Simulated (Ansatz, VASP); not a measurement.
**Ru: VASP beside Ansatz**

Contents of INCAR:

```
SYSTEM = Ru
PREC = Accurate
ENCUT = 520
EDIFF = 1E-7
ISMEAR = 1
SIGMA = 0.2
LREAL = .FALSE.
LASPH = .TRUE.
NELM = 100
ALGO = Normal
ISIF = 2
LWAVE = .FALSE.
LCHARG = .FALSE.
GGA = PE
NBANDS = 21
```

Contents of KPOINTS:

```
regular mesh
0
G
  10 10 10
  0 0 0
```

POSCAR

```
Ru
1.0
    0.0000000000      2.7269856412      2.7269856412
    2.7269856412      0.0000000000      2.7269856412
    2.7269856412      2.7269856412      0.0000000000
Ru
2
Direct
    0.0000000000      0.0000000000      0.0000000000
    0.2500000000      0.2500000000      0.2500000000
```

Input for Ansatz:

```yaml
crystal:
  lattice:
    - [0.0, 2.7269856412, 2.7269856412]
    - [2.7269856412, 0.0, 2.7269856412]
    - [2.7269856412, 2.7269856412, 0.0]
  atoms:
    - { symbol: Ru, position: [0.0, 0.0, 0.0] }
    - { symbol: Ru, position: [0.25, 0.25, 0.25] }
kpoints:
  mp_grid: { grid: [10, 10, 10] }
scf:
  occupations: { method: methfessel_paxton, width: 0.2 }
hamiltonian:
  xc: pbe
  pseudopotentials: { kind: all_electron, lapw: { basis_error: 0.0005 } }
output:
  forces: true
  stress: true
  eigenvalues: true
```

Alike in both runs: task single point; functional PBE; k mesh 10 × 10 × 10; occupations methfessel-paxton of order 1, width 0.2 eV; no spin polarisation.

|  | VASP | Ansatz |
| --- | --- | --- |
| version | VASP 6.6.1 | Ansatz 0.2.0 |
| potentials or method | VASP PAW PBE potentials, release 64 (Ru_pv) | all-electron LAPW, scalar-relativistic |
| plane-wave cutoff (eV) | 520 | see its input |

|  | VASP | Ansatz | Ansatz less VASP |
| --- | --- | --- | --- |
| pressure (GPa) | 0.2 | 0.0 | -0.24 |

Ansatz ran all-electron here, so the differences hold the error of VASP's frozen core and of both bases.
